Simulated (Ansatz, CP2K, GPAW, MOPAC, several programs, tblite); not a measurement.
# BeS from cheap methods to r2SCAN

Aim: run BeS through methods of unlike cost and see what each gets, and at what price.

Program: MOPAC, tblite, CP2K, GPAW, Ansatz (versions at each run). Level of theory: no spin polarisation, static lattice; gaps from single points on the cell relaxed beforehand with r²SCAN. These are calculated values, not measurements.

### 1 The structure to begin with

Symmetry: P6_3/mmc, No. 194, hexagonal system. Conventional cell: a = 3.462 Å, b = 3.462 Å, c = 6.992 Å, α = 90.00°, β = 90.00°, γ = 120.00°. Be (site symmetry -6m2) is surrounded by 3 S at 2.00 Å. S (site symmetry -6m2) has 3 Be at 2.00 Å as nearest neighbours.

Structure file:

```cif
data_structure
_symmetry_space_group_name_H-M 'P 1'
_symmetry_Int_Tables_number 1
_cell_length_a 3.4622
_cell_length_b 3.4622
_cell_length_c 6.9924
_cell_angle_alpha 90.000
_cell_angle_beta 90.000
_cell_angle_gamma 120.000
_cell_volume 72.59
loop_
_atom_site_label
_atom_site_type_symbol
_atom_site_fract_x
_atom_site_fract_y
_atom_site_fract_z
_atom_site_occupancy
Be1 Be 0.33333 0.66667 0.25000 1
Be2 Be 0.66667 0.33333 0.75000 1
S1 S 0.66667 0.33333 0.25000 1
S2 S 0.33333 0.66667 0.75000 1
```

The structure type (flat hexagonal layers, h-BN or h-MgO type) is imposed and need not be the compound's stable one.

**Question.** The methods are PM6, PM7, GFN1-xTB (tblite), GFN2-xTB (tblite), PBE/DZVP, PBE/single-zeta, PBE/SZV, coarse PBE, GLLB-SC, PBE, r2SCAN. What gap does r2SCAN give on this cell, and which other methods (full PBE left aside) come nearest to r2SCAN and farthest in gap, volume and bulk modulus?

| quantity | value |
| --- | --- |
| r2SCAN | gap 4.39 eV, 18.15 Å³/atom, B₀ 74 GPa |
| gap: nearest and farthest of the other methods | PBE/DZVP (+0.03 eV), PM6 (+4.40 eV) |
| volume: nearest and farthest of the other methods | GFN1-xTB (tblite), coarse PBE (about 0.7 % off); PBE/SZV (+11.0 %) |
| bulk modulus: nearest and farthest of the other methods | coarse PBE (-4 %), PBE/DZVP (+26 %) |

In words: For the gap, of the 9 methods compared (full PBE left aside), PBE/DZVP comes nearest to r2SCAN and PM6 is farthest. For the volume (full PBE left aside), GFN1-xTB (tblite), coarse PBE tie for nearest to r2SCAN; PBE/SZV is farthest. Among the 6 methods compared for the bulk modulus (full PBE left aside), coarse PBE is nearest to r2SCAN and PBE/DZVP farthest. A minimal basis or a coarse cutoff and mesh shifts results by its own error, so closeness to r2SCAN can be chance. Cluster runs see only the k-points that fold onto the zone centre, so their gaps can miss the band edges. GLLB-SC is compared with its derivative discontinuity added. No volume is given for PM6, PBE/single-zeta, which can hide a larger miss. The crystal is layered or molecular; volumes and moduli at fixed shape hide how each method binds the layers. CPU times run from 0.94 s (coarse PBE) to 26 s (GLLB-SC). On this cell GLLB-SC cost more than r2SCAN itself (10 s), so it is no saving here. r2SCAN is a yardstick, not the truth: it usually gives gaps below the measured ones.
